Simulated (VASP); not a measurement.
Data:

```xyz
6
Lattice="4.3303 0.0000 0.0000 0.0000 4.3303 0.0000 0.0000 0.0000 2.8230" Properties=species:S:1:pos:R:3 pbc="T T T"
Ge     2.1652     2.1652     1.4115
Ge     0.0000     0.0000     0.0000
O      3.0063     3.0063     0.0000
O      1.3241     1.3241     0.0000
O      3.4893     0.8411     1.4115
O      0.8411     3.4893     1.4115
```

Calculation: PBE GGA, VASP's PBE PAW potentials (set 64) (plane waves; VASP 6.6.1). Numerical set-up: 400 eV cut-off, 4×4×6 Γ-centred mesh, Fermi-Dirac smearing of 0.050 eV, potentials Ge_d O.

At this cut-off the stress carries a Pulay error, which pulls relaxed volumes low.

Task: What does the run give for the energy per atom (σ→0), pressure, largest force, band gap (on the k-mesh) with the smallest direct gap where there is one?

Result: 
```
Item                                           Value
-----------------------------------  ---------------
band gap (on the k-mesh)                     2.57 eV
smallest direct gap (on the k-mesh)          2.57 eV
energy per atom (σ→0)                 -6.354 eV/atom
pressure                                  199.3 kbar
largest force                        0.01334 Ry/bohr
```

The structure comes from a computed database's GeO2 entry; how it stands against other phases isn't given here. The cell was not relaxed at this level.
